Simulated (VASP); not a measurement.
Input of a VASP 6.6.1 run:

The input INCAR:

```
PREC = Accurate ; ENCUT = 520
EDIFF = 1E-6 ; ISMEAR = 0
SIGMA = 0.03 ; LREAL = F
LASPH = T ; NELM = 80
ALGO = Fast ; ISIF = 2
LWAVE = F ; LCHARG = F
LMAXMIX = 4 ; GGA = PE
NBANDS = 16
```

Contents of KPOINTS:

```
regular mesh
0
Gamma
  8 8 8
```

File POSCAR:

```
AgBr                                    
1.0
    0.0000000000      2.8363309775      2.8363309775
    2.8363309775      0.0000000000      2.8363309775
    2.8363309775      2.8363309775      0.0000000000
  Ag              Br            
     1     1
Direct
     1.0000000000000000    0.0000000000000000    1.0000000000000000
     0.5000000000000000    0.5000000000000000    0.5000000000000000
```

File KPOINTS_OPT:

```
explicit points
252
Reciprocal
 0.0000000000  0.0000000000  0.0000000000 1
 0.0357142857  0.0000000000  0.0357142857 1
 0.0714285714  0.0000000000  0.0714285714 1
 0.1071428571  0.0000000000  0.1071428571 1
 0.1428571429  0.0000000000  0.1428571429 1
 0.1785714286  0.0000000000  0.1785714286 1
[... 244 lines left out ...]
 0.4886948100  0.0113051900  0.5000000000 1
 0.5113051900 -0.0113051900  0.5000000000 1
```

Potentials or basis: VASP PAW PBE potentials, release 64 (Ag, Br).

Command:

```console
$ cat potpaw_PBE.64/Ag/POTCAR potpaw_PBE.64/Br/POTCAR > POTCAR
$ mpirun -np 1 vasp_std > vasp.out
```

(1) Estimate the pressure.

(2) What does it give for the band gap on the k mesh?

Answers

(1) 4.2 GPa.

(2) 0.67 eV, indirect (least direct gap 2.73 eV).
